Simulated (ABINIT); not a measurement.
A run of ABINIT 10.8.3 (patched build) is set up as follows.

Contents of run.abi:

```
pp_dirpath "./"
pseudos "Pt.GGA_PBE-JTH.xml, S.GGA_PBE-JTH.xml"

acell 3*1.0
rprim
     6.6956776048     0.0000000000     0.0000000000
    -3.3478388024     5.7986269013     0.0000000000
     0.0000000000     0.0000000000     9.5219519968
ntypat 2
znucl 78 16
natom 3
typat 1 2 2
xred
     0.0000000000     0.0000000000     0.0000000000
     0.6666666667     0.3333333333     0.7730000000
     0.3333333333     0.6666666667     0.2270000000

ecut 15.0
pawecutdg 30.0
pawxcdev 0

kptopt 4
ngkpt 7 7 4
nshiftk 1
shiftk 0.0 0.0 0.0

ixc 11

nband 30
occopt 3
tsmear 0.00183747

nspinor 2
nspden 1
pawspnorb 1

nstep 100
tolvrs 1.0e-9

iomode 3
prtwf 0
prteig 0
prtebands 0
prtden 1
prtvha 1
prtvclmb 1
prtpot 1
```

Potentials or basis: JTH PAW PBE v2.0.

Run with:

```bash
$ abinit run.abi > log 2>&1
```

Problem. Predict the band gap on the k mesh.

Solution. 0.84 eV, indirect (least direct gap 1.01 eV).

Problem. Predict the largest force.

Solution. 1.400 eV/Å.

Forces on the atoms (eV/Å):
```
Pt   0.000  0.000  0.000
S    0.000  0.000 -1.400
S    0.000  0.000  1.400
```

Caveat: an odd mesh through Γ misses points on the zone boundary, where band edges often lie; forces of over 1 eV/Å show positions far from the minimum, so gaps and moduli don't describe the material at rest.
